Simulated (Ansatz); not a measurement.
Start of a relaxation of Ge:

```
Ge
1.0
     7.32385    0.00000    0.00000
     0.00000    3.51938    0.00000
     0.00000    0.00000    5.05046
Ge
6
Direct
  0.41309 0.50000 0.20188
  0.58691 0.50000 0.79812
  0.91309 0.50000 0.79812
  0.08691 0.50000 0.20188
  0.00000 0.00000 0.50000
  0.50000 0.00000 0.50000
```

Theory: DFT PBE, scalar-relativistic, plane waves, PAW in Ansatz. Cutoff 420 eV, Gaussian smearing, Γ-centred meshes. Cell and atoms relax first on a coarse mesh and then on a finer one. In between, the cell is made exact in the group found at 0.06 Å. In metals the finer mesh still leaves noise of several meV/atom or more. The steps can't lower the symmetry of their start. No spin polarisation.

A guess keeps its type if space group and coordination stay and the shape of the cell changes little (axis ratios within about 15 %, angles within 6°); the volume may change.

**Question.** Does it keep its structure type, or change into something else?

**Answer.** It doesn't keep its type. The symmetry goes from Pmma (No. 51) to Pmmm (No. 47), and the primitive cell from 6 to 3 atoms. The volume per atom grows by 2.4 %, from 21.7 to 22.2 Å³. The shortest distance goes from 2.39 Å (Ge–Ge) to 2.59 Å (Ge–Ge). Counting neighbours within 15 % of an atom's shortest distance, the start has Ge 4 and the end Ge 5/6. In detail, at the end around Ge on a site of symmetry mm2 lie 5 Ge at 2.59–2.69 Å; Ge on a site of symmetry mmm has 6 Ge at 2.67–2.69 Å.

Space group Pmmm (No. 47). a = 2.693 Å, b = 4.189 Å, c = 5.907 Å, α = 90.00°, β = 90.00°, γ = 90.00°
```json
{"atom": "Ge", "site": "2r", "symmetry": "mm2", "x": "0.0000", "y": "0.5000", "z": "0.2194"}
{"atom": "Ge", "site": "1c", "symmetry": "mmm", "x": "0.0000", "y": "0.0000", "z": "0.5000"}
```

Energies count from the standard state of Ge at the same level.

**Question.** At what energy does it end?

**Answer.** +0.30 eV/atom. It lies above the standard state, so it could only be metastable.

The last run used an 8×10×6 mesh (in the run's order of axes) for its 6-atom cell and Gaussian smearing of 0.10 eV. A structure relaxed within its symmetry needn't be a true minimum. Another cell of Ge relaxed alike, in R-3m, lies 294 meV/atom lower, so this cell isn't the stable form at this level.

In counts of neighbours, a slash parts the counts of unlike sites.
